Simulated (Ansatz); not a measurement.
The system is CoO.

```
CELL_PARAMETERS angstrom
-1.50800 1.50800 2.10725
1.50800 -1.50800 2.10725
1.50800 1.50800 -2.10725
ATOMIC_POSITIONS crystal
Co 0.00000 0.00000 0.00000
O 0.50000 0.50000 0.00000
```

Base run:

| Quantity | Value |
| --- | --- |
| Program | Ansatz 0.2.0 |
| Functional | LDA |
| Potentials or basis | all-electron LAPW, scalar-relativistic |
| Cutoff | 368 eV (chosen from the basis error) |
| Basis error allowed | 0.001 eV/atom |
| k mesh | 12 × 12 × 12 |
| Occupations | fermi-dirac, width 0.05 eV |
| Spin | collinear spin, ferromagnetic start |
| Starting moments | [2.0, 0.0] μB |

Its results: pressure -17.9 GPa; net moment 2.85 μB per cell; site moments Co +2.49; O +0.33 μB.

The run is repeated on the same cell with these changes: functional from LDA to PBE. What comes out?

Pressure 0.0 GPa; net moment 2.91 μB per cell; site moments Co +2.58; O +0.31 μB.

PBE binds less tightly than LDA, so the same cell stands under more pressure.

Caveats: a cell with one magnetic atom can't hold antiferromagnetic order, which such compounds often take.
